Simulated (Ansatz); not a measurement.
# LiF: the cost of one run

Program: Ansatz 0.2.0. Level of theory: DFT LDA, scalar-relativistic. These are calculated values, not measurements.

### Step 1. The starting structure

It takes space group Fm-3m (No. 225, cubic). The conventional cell has a = 4.028 Å, b = 4.028 Å, c = 4.028 Å, α = 90.00°, β = 90.00°, γ = 90.00°. Li (site symmetry m-3m) is surrounded by 6 F at 2.01 Å. Around F (site symmetry m-3m) lie 6 Li at 2.01 Å.

Coordinates:

```cif
data_structure
_symmetry_space_group_name_H-M 'Fm-3m'
_symmetry_Int_Tables_number 225
_cell_length_a 4.0280
_cell_length_b 4.0280
_cell_length_c 4.0280
_cell_angle_alpha 90.000
_cell_angle_beta 90.000
_cell_angle_gamma 90.000
_cell_volume 65.35
loop_
_atom_site_label
_atom_site_type_symbol
_atom_site_symmetry_multiplicity
_atom_site_Wyckoff_symbol
_atom_site_fract_x
_atom_site_fract_y
_atom_site_fract_z
_atom_site_occupancy
Li1 Li 4 a 0.00000 0.00000 0.00000 1
F1 F 4 b 0.50000 0.00000 0.00000 1
```

The file gives the conventional cell by its symmetry; the runs use the cell typed in the input.

The geometry is a database entry used as it stands. It may stem from high pressure or temperature, or be incomplete, so it serves as a test cell.

Atoms are numbered in the order of the input: Li1, F2.

### Step 2. Volume × 0.95, LAPW

Contents of input.yaml:

```yaml
crystal:
  lattice:
    - [0.0, 1.979857811, 1.979857811]
    - [1.979857811, 0.0, 1.979857811]
    - [1.979857811, 1.979857811, 0.0]
  atoms:
    - { symbol: Li, position: [0.0, 0.0, 0.0] }
    - { symbol: F, position: [0.5, 0.5, 0.5] }
kpoints:
  mp_grid: { grid: [10, 10, 10] }
scf:
  occupations: { method: fermi_dirac, width: 0.03 }
hamiltonian:
  xc: lda
  pseudopotentials: { kind: all_electron, lapw: { basis_error: 0.001 } }
output:
  forces: true
  stress: true
  eigenvalues: true
```

On the command line:

```console
$ ansatz run input.yaml --threads 1 --pin off --max-ram 3072MiB --backend cpu --events-out ev --progress --plain --runs-dir out
```

Q: Estimate wall time and peak memory on 1 thread of Arm Neoverse V2, shared host.

About 2.6 s, with a peak of 0.22 GiB.
